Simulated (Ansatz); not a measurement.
Here is an Ansatz 0.2.0 calculation.

The input input.yaml:

```yaml
crystal:
  lattice:
    - [0.0, 2.024805, 2.024805]
    - [2.024805, 0.0, 2.024805]
    - [2.024805, 2.024805, 0.0]
  atoms:
    - { symbol: Al, position: [0.0, 0.0, 0.0] }
hamiltonian:
  xc: pbe
  pseudopotentials: { kind: paw }
kpoints:
  mp_grid: { grid: [11, 11, 11] }
scf:
  occupations: { method: gaussian, width: 0.025 }
output:
  forces: true
  stress: true
  eigenvalues: true
```

Potentials or basis: Ansatz PAW.

The run is started by

```console
$ ansatz run input.yaml --threads 2 --pin off --max-ram 5632MiB --backend cpu --events-out ev --progress --plain --runs-dir out
```

(1) Predict the pressure.

(2) Predict the band gap on the k mesh.

## Answers

(1) -0.5 GPa.

(2) none (metal or under the smearing width).
